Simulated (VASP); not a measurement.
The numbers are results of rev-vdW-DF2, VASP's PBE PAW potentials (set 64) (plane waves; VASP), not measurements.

VASP input:

**INCAR**
```
# general
SYSTEM    =  BaF2
PREC      =  Accurate
ENCUT     =  520   # plane-wave cut-off (eV)
LREAL     =  .False.
LASPH     =  .True.

# electronic loop
EDIFF     =  1E-6
NELM      =  100
ALGO      =  Normal
LMAXMIX   =  4   # l cut-off of mixed one-centre charges

# smearing
ISMEAR    =  0   # Gaussian
SIGMA     =  0.05   # width (eV)

# functional
GGA       =  MK
LUSE_VDW  =  .True.
AGGAC     =  0.0
PARAM1    =  0.1234568
PARAM2    =  0.7114
ZAB_VDW   =  -1.8867

# ions
IBRION    =  2   # conjugate gradients
NSW       =  60   # most ionic steps
ISIF      =  3   # ions, shape and volume
EDIFFG    =  -0.02   # ionic stop

# output
LWAVE     =  .False.
LCHARG    =  .False.
```

KPOINTS:
```
Automatic mesh
0
Gamma
6 6 6
0 0 0
```

File POSCAR:
```
BaF2
1
    0.0000000000     3.0881704996     3.0881704996
    3.0881704996     0.0000000000     3.0881704996
    3.0881704996     3.0881704996    -0.0000000000
Ba F
1 2
Direct
  0.0000000000   1.0000000000   0.0000000000
  0.2500000000   0.2500000000   0.2500000000
  0.7500000000   0.7500000000   0.7500000000
```

POTCAR, in this order: Ba_sv F (PBE.64 set). Program: vasp_std.

What VASP printed:

### OSZICAR
```
       N       E                     dE             d eps       ncg     rms          rms(c)
DAV:   1     0.165703330043E+03    0.16570E+03   -0.13403E+04   512   0.140E+03
DAV:   2    -0.767243490651E+01   -0.17338E+03   -0.16763E+03   656   0.292E+02
DAV:   3    -0.138440747489E+02   -0.61716E+01   -0.61633E+01   720   0.647E+01
DAV:   4    -0.139372668200E+02   -0.93192E-01   -0.93173E-01   616   0.678E+00
DAV:   5    -0.139411637665E+02   -0.38969E-02   -0.38969E-02   728   0.940E-01    0.864E+00
DAV:   6    -0.121530086034E+02    0.17882E+01   -0.97393E+00   512   0.251E+01    0.446E+00
DAV:   7    -0.121316158837E+02    0.21393E-01   -0.37443E-01   648   0.560E+00    0.227E+00
DAV:   8    -0.121188117784E+02    0.12804E-01   -0.59134E-02   560   0.295E+00    0.292E-01
DAV:   9    -0.121203703030E+02   -0.15585E-02   -0.11869E-02   512   0.799E-01    0.136E-01
DAV:  10    -0.121206231862E+02   -0.25288E-03   -0.18614E-03   512   0.378E-01    0.407E-02
DAV:  11    -0.121206111433E+02    0.12043E-04   -0.33466E-04   696   0.142E-01    0.206E-02
DAV:  12    -0.121206030043E+02    0.81390E-05   -0.32072E-05   528   0.475E-02    0.417E-03
DAV:  13    -0.121206029144E+02    0.89898E-07   -0.28869E-06   664   0.117E-02
   1 F= -.12120603E+02 E0= -.12120603E+02  d E =-.121206E+02
       N       E                     dE             d eps       ncg     rms          rms(c)
DAV:   1    -0.123123562830E+02   -0.19175E+00   -0.39503E+00   512   0.179E+01    0.340E+00
DAV:   2    -0.121431029970E+02    0.16925E+00   -0.97246E-01   512   0.740E+00    0.554E-01
DAV:   3    -0.121311295851E+02    0.11973E-01   -0.29220E-02   544   0.153E+00    0.321E-01
DAV:   4    -0.121276785114E+02    0.34511E-02   -0.17054E-02   736   0.865E-01    0.929E-02
DAV:   5    -0.121277459384E+02   -0.67427E-04   -0.38080E-04   528   0.165E-01    0.521E-02
DAV:   6    -0.121278389308E+02   -0.92992E-04   -0.14014E-04   664   0.103E-01    0.168E-02
DAV:   7    -0.121278393897E+02   -0.45892E-06   -0.15975E-05   680   0.293E-02    0.560E-03
DAV:   8    -0.121278400704E+02   -0.68066E-06   -0.11718E-06   552   0.102E-02
   2 F= -.12127840E+02 E0= -.12127840E+02  d E =-.723716E-02
       N       E                     dE             d eps       ncg     rms          rms(c)
DAV:   1    -0.121305978735E+02   -0.27585E-02   -0.56110E-02   512   0.214E+00    0.408E-01
DAV:   2    -0.121281924458E+02    0.24054E-02   -0.14322E-02   512   0.891E-01    0.682E-02
DAV:   3    -0.121280169388E+02    0.17551E-03   -0.45794E-04   552   0.193E-01    0.385E-02
DAV:   4    -0.121279680749E+02    0.48864E-04   -0.24602E-04   712   0.105E-01    0.117E-02
DAV:   5    -0.121279695540E+02   -0.14791E-05   -0.73487E-06   520   0.219E-02    0.640E-03
DAV:   6    -0.121279724038E+02   -0.28498E-05   -0.22504E-06   656   0.130E-02    0.232E-03
DAV:   7    -0.121279722203E+02    0.18352E-06   -0.27936E-07   256   0.427E-03
   3 F= -.12127972E+02 E0= -.12127972E+02  d E =-.736931E-02
```

### OUTCAR
```
------------------------ aborting loop because EDIFF is reached ----------------------------------------
  FORCE on cell =-STRESS in cart. coord.  units (eV):
  Direction    XX          YY          ZZ          XY          YZ          ZX
  --------------------------------------------------------------------------------------
  Total        0.0006612      0.0006612      0.0006612     -0.0000000      0.0000000     -0.0000000
  in kB        0.0175393      0.0175393      0.0175393     -0.0000000      0.0000000     -0.0000000
  external PRESSURE =       0.0175393 kB  Pullay stress =       0.0000000 kB
  volume of cell :       60.40
      direct lattice vectors                 reciprocal lattice vectors
     0.000000000  3.114094992  3.114094992    -0.160560292  0.160560292  0.160560292
     3.114094992  0.000000000  3.114094992     0.160560292 -0.160560292  0.160560292
     3.114094992  3.114094992  0.000000000     0.160560292  0.160560292 -0.160560292
 POSITION                                       TOTAL-FORCE (eV/Angst)
 -----------------------------------------------------------------------------------
      0.00000      0.00000      0.00000         0.000000     -0.000000      0.000000
      1.55705      1.55705      1.55705         0.000000      0.000000      0.000000
      4.67114      4.67114      4.67114        -0.000000     -0.000000     -0.000000
 -----------------------------------------------------------------------------------
    total drift:                               -0.000000     -0.000000      0.000000
  FREE ENERGIE OF THE ION-ELECTRON SYSTEM (eV)
  ---------------------------------------------------
  free  energy   TOTEN  =       -12.1279722203 eV

  energy  without entropy=      -12.1279722203  energy(sigma->0) =      -12.12797222

 reached required accuracy - stopping structural energy minimisation
```
(Selected blocks of OUTCAR.)

CONTCAR:
```
BaF2
   1.00000000000000
     0.0000000000000000    3.1140949915732077    3.1140949915732077
     3.1140949915732077    0.0000000000000000    3.1140949915732077
     3.1140949915732077    3.1140949915732077    0.0000000000000000
  Ba              F
     1     2
Direct
     0.0000000000000000    0.0000000000000000    0.0000000000000000
     0.2500000000000000    0.2500000000000000    0.2500000000000000
     0.7500000000000000    0.7500000000000000    0.7500000000000000
```

Energy and stress use the plane-wave basis of the starting cell.

The compound is BaF2 in the fluorite structure. This run relaxes it. Symmetry was kept, so distortions that lower it aren't found.
